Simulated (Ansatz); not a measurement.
# Pt: relaxation of cell and atoms with revPBE+D4

Crystal: Pt.

```
CELL_PARAMETERS angstrom
-1.58422 1.58422 1.58422
1.58422 -1.58422 1.58422
1.58422 1.58422 -1.58422
ATOMIC_POSITIONS crystal
Pt 0.00000 0.00000 0.00000
```

This isn't the form of Pt at room conditions, which is fcc.

```yaml
Program: Ansatz 0.2.0
Task: relaxation of cell and atoms
Functional: revPBE
Dispersion: D4
Potentials_or_basis: Ansatz PAW
Cutoff: "420 eV (not typed: the program's choice for these potentials)"
k_mesh: 12 × 12 × 12
Occupations: fermi-dirac, width 0.05 eV
Spin: no spin polarisation
```

```
Relaxed volume                         : 15.25 Å³/atom
Relaxed cell                           : a = 2.706 Å, b = 2.706 Å, c = 2.706 Å, α = 109.47°, β = 109.47°, γ = 109.47°
Space group after relaxing (to 0.05 Å) : Im-3m (No. 229)
Energy gained by relaxing              : 21.3 meV/atom
Ionic steps                            : 4
Pressure after relaxing                : 0.0 GPa
Band gap on the k mesh                 : none (metal or under the smearing width)
```

The path:
```tsv
step	energy change (eV)	largest force (eV/Å)	volume (Å³)
1	0.0000	0.0000	15.90
2	-0.0210	0.0000	15.36
3	-0.0217	0.0000	15.25
4	-0.0213	0.0000	15.25
```

Final structure:
```
CELL_PARAMETERS angstrom
-1.56222 1.56222 1.56222
1.56222 -1.56222 1.56222
1.56222 1.56222 -1.56222
ATOMIC_POSITIONS crystal
Pt 0.00000 0.00000 0.00000
```

Levels at points of the mesh, in eV from the Fermi level:
```tsv
k point	band 5	band 6	band 7	band 8	band 9	band 10	band 11	band 12	band 13
(0.00, 0.00, 0.00)	-9.78	-3.60	-3.60	-3.60	-0.99	-0.99	17.14	17.14	17.14
(0.00, 0.00, -0.50)	-6.83	-5.11	-1.17	-0.64	0.24	1.21	6.71	13.35	16.27
(-0.50, -0.50, -0.50)	-6.36	-6.36	0.65	0.65	0.65	7.85	7.85	7.85	13.44
```

Wall time 3.2 s on 2 threads of Arm Neoverse V2, with other jobs on the host, peak memory 0.28 GiB.

Caveat: the plane-wave basis is chosen anew once the cell has moved, so the energies of steps on either side of that aren't comparable; pairwise dispersion overbinds metals, which lowers pressure and volume; the PAW data sets come from PBE, with cores solved anew for the run's functional, which leaves a small shift of forces and pressure. The run has no spin-orbit coupling, so splittings on Pt are missing.
